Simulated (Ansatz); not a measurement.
Ni:

```xyz
1
Lattice="-1.3837 1.3837 1.3837 1.3837 -1.3837 1.3837 1.3837 1.3837 -1.3837" Properties=species:S:1:pos:R:3 pbc="T T T"
Ni    0.0000    0.0000    0.0000
```

This isn't the form of Ni at room conditions, which is fcc.

Base run:

| Property | Result |
| --- | --- |
| Program | Ansatz 0.2.0 |
| Functional | PBEsol |
| Potentials or basis | Ansatz PAW |
| Cutoff | 420 eV (not typed: the program's choice for these potentials) |
| k mesh | 13 × 13 × 13 |
| Occupations | fermi-dirac, width 0.05 eV |
| Spin | no spin polarisation |

Its results: band gap on the k mesh none (metal or under the smearing width); pressure -4.5 GPa.

Problem. The run is repeated on the same cell with these changes: spin from no spin polarisation to collinear spin, random start. What comes out?

Solution. Band gap on the k mesh none (metal or under the smearing width); pressure -2.4 GPa; net moment 0.59 μB per cell; site moments Ni +0.62 μB.

Caveats: the PAW data sets come from PBE, with cores solved anew for the run's functional, which leaves a small shift of forces and pressure.
